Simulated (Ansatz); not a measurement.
**Equation of state of RbCl**

```yaml
crystal:
  lattice:
    - [0.00000, 3.30871, 3.30871]
    - [3.30871, 0.00000, 3.30871]
    - [3.30871, 3.30871, 0.00000]
  atoms:
    - { symbol: Rb, position: [0.00000, 0.00000, 0.00000] }
    - { symbol: Cl, position: [0.50000, 0.50000, 0.50000] }
```

Structure from Materials Project entry mp-23295 (possibly hypothetical), not relaxed further.

Methods: DFT, PBEsol, all-electron LAPW, scalar-relativistic (Ansatz 0.2.0); DFT, PBEsol, PAW with Ansatz's default frozen-core files, scalar-relativistic (Ansatz 0.2.0).

For LAPW: a Γ-centred 8×8×8 k mesh, Fermi–Dirac smearing of 0.02 eV, basis error target 1 meV/atom, no spin polarisation. PAW takes a cutoff of 420 eV at this cell (files made with PBE, cores remade for this functional). The Ansatz runs share mesh, smearing and spin set-up. Plane-wave (PAW) pressures include the program's estimate of the Pulay term.

The cell above is scaled evenly, with fractional coordinates and shape held.

Problem. Estimate the equilibrium volume and bulk modulus that full-potential LAPW gives for this fixed shape.

Solution. V0 = 35.02 Å³/atom, B0 = 17 GPa, B0′ = 5.1, from a third-order Birch–Murnaghan fit to these pressures:
| V/V(cell) | V (Å³/atom) | P, LAPW (GPa) | P, PAW (GPa) | gap on the k mesh, LAPW (eV) |
| --- | --- | --- | --- | --- |
| 0.9600 | 34.773 | 0.12 | 0.12 | 4.92 |
| 0.9800 | 35.498 | -0.22 | -0.22 | 4.86 |
| 1.0000 | 36.222 | -0.51 | -0.51 | 4.80 |
| 1.0200 | 36.947 | -0.77 | -0.77 | 4.74 |
| 1.0400 | 37.671 | -1.00 | -1.00 | 4.69 |

PAW's V0 lies 0.00 % from the all-electron value and its B0 0.0 %. Symmetry fixes shape and coordinates here, so this is the relaxed modulus.
